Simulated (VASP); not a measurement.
# InAgTe2: relaxation of cell and atoms with LDA

InAgTe2:

```
CELL_PARAMETERS angstrom
-3.17600 3.17600 6.32623
3.17600 -3.17600 6.32623
3.17600 3.17600 -6.32623
ATOMIC_POSITIONS crystal
In 0.50000 0.50000 0.00000
In 0.25000 0.75000 0.50000
Ag 0.00000 0.00000 0.00000
Ag 0.75000 0.25000 0.50000
Te 0.37500 0.36487 0.48987
Te 0.63513 0.12500 0.01013
Te 0.87500 0.88513 0.51013
Te 0.11487 0.62500 0.98987
```

```yaml
Program: VASP 6.6.1
Task: relaxation of cell and atoms
Functional: LDA
Potentials_or_basis: VASP PAW LDA potentials, release 64 (In_d, Ag, Te)
Cutoff: 600 eV
k_mesh: 8 × 8 × 8
Occupations: gaussian, width 0.03 eV
Spin: no spin polarisation
Further_INCAR_settings: ALGO = Normal; EDIFF = 1e-07; IBRION = 2; EDIFFG = -0.005; NSW = 90; ISIF = 3
```

| Item | Value |
| --- | --- |
| Relaxed volume | 31.93 Å³/atom |
| Relaxed cell | a = 7.760 Å, b = 7.760 Å, c = 7.760 Å, α = 131.66°, β = 131.66°, γ = 70.76° |
| Space group after relaxing (to 0.05 Å) | I-42d (No. 122) |
| Energy gained by relaxing | 0.0 meV/atom |
| Ionic steps | 3 |
| Pressure after relaxing | 0.0 GPa |
| Largest force after relaxing | 0.004 eV/Å |
| Band gap on the k mesh | 0.07 eV, direct |

Forces in eV/Å, atoms in the order of the input:
```
In   0.000  0.000  0.000
In   0.000  0.000  0.000
Ag   0.000  0.000  0.000
Ag   0.000  0.000  0.000
Te  -0.004  0.000  0.000
Te   0.000  0.004  0.000
Te   0.004  0.000  0.000
Te   0.000 -0.004  0.000
```

Final structure:
```yaml
crystal:
  lattice:
    - [-3.17704, 3.17704, 6.32661]
    - [3.17704, -3.17704, 6.32661]
    - [3.17704, 3.17704, -6.32661]
  atoms:
    - { symbol: In, position: [0.50000, 0.50000, 0.00000] }
    - { symbol: In, position: [0.25000, 0.75000, 0.50000] }
    - { symbol: Ag, position: [0.00000, 0.00000, 0.00000] }
    - { symbol: Ag, position: [0.75000, 0.25000, 0.50000] }
    - { symbol: Te, position: [0.37500, 0.36481, 0.48981] }
    - { symbol: Te, position: [0.63519, 0.12500, 0.01019] }
    - { symbol: Te, position: [0.87500, 0.88519, 0.51019] }
    - { symbol: Te, position: [0.11481, 0.62500, 0.98981] }
```

Levels at points of the mesh, in eV from the valence-band top:
```csv
k point,band 32,band 33,band 34,band 35,band 36,band 37,band 38,band 39,band 40,band 41
"(0.00, 0.00, 0.00)",-2.17,-2.17,-0.06,-0.06,0.00,0.07,1.77,1.82,3.35,3.35
"(0.50, 0.00, 0.00)",-2.04,-1.74,-1.47,-1.35,-0.72,1.79,2.09,2.76,3.46,3.59
"(0.50, 0.50, 0.00)",-1.48,-1.00,-1.00,-0.61,-0.61,0.82,0.82,2.81,2.81,4.07
"(0.50, 0.50, 0.50)",-2.04,-1.41,-1.41,-1.11,-1.11,1.43,1.43,1.81,1.81,2.50
```

Run time: 16 min on 2 MPI ranks on Intel(R) Xeon(R) 6975P-C (Granite Rapids) (shared host), peak memory 0.94 GiB a rank.

Caveat: spin-orbit coupling is left out, which moves the levels of the heavy elements. A hybrid or GW would open this gap; LDA tends to underestimate it.
